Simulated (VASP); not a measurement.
A run of VASP 6.6.1:

INCAR

```
SYSTEM = Os
ALGO = Normal
EDIFF = 1E-7
EDIFFG = -0.005
ENCUT = 600
GGA = PE
IBRION = 2
ISIF = 3
ISMEAR = 1
LASPH = .TRUE.
LCHARG = .FALSE.
LREAL = .FALSE.
LWAVE = .FALSE.
NELM = 80
NSW = 90
PREC = Accurate
SIGMA = 0.1
```

The input KPOINTS:

```
k-points
0
G
  15 15 9
  0 0 0
```

File POSCAR:

```
Os                                      
1.0
    2.7526286870     -0.0000000000     -0.0000000000
   -1.3763143435      2.3838463702      0.0000000000
    0.0000000000     -0.0000000000      4.3503361403
  Os            
     2
Direct
     0.3333333332999970    0.6666666667000030    0.2500000000000000
     0.6666666667000030    0.3333333332999970    0.7500000000000000
```

Potentials or basis: VASP PAW PBE potentials, release 64 (Os).

Launch:

```console
$ cat potpaw_PBE.64/Os/POTCAR > POTCAR
$ mpirun -np 1 vasp_std > vasp.out
```

Hardware: 1 thread of Intel(R) Xeon(R) 6975P-C (Granite Rapids) (shared host).

Estimate the wall time of this run.

It took 16 s on 1 thread of Intel(R) Xeon(R) 6975P-C (Granite Rapids), on a shared host, peak memory 0.19 GiB. Counts: scf iterations 14, k points 135, ion steps 1.
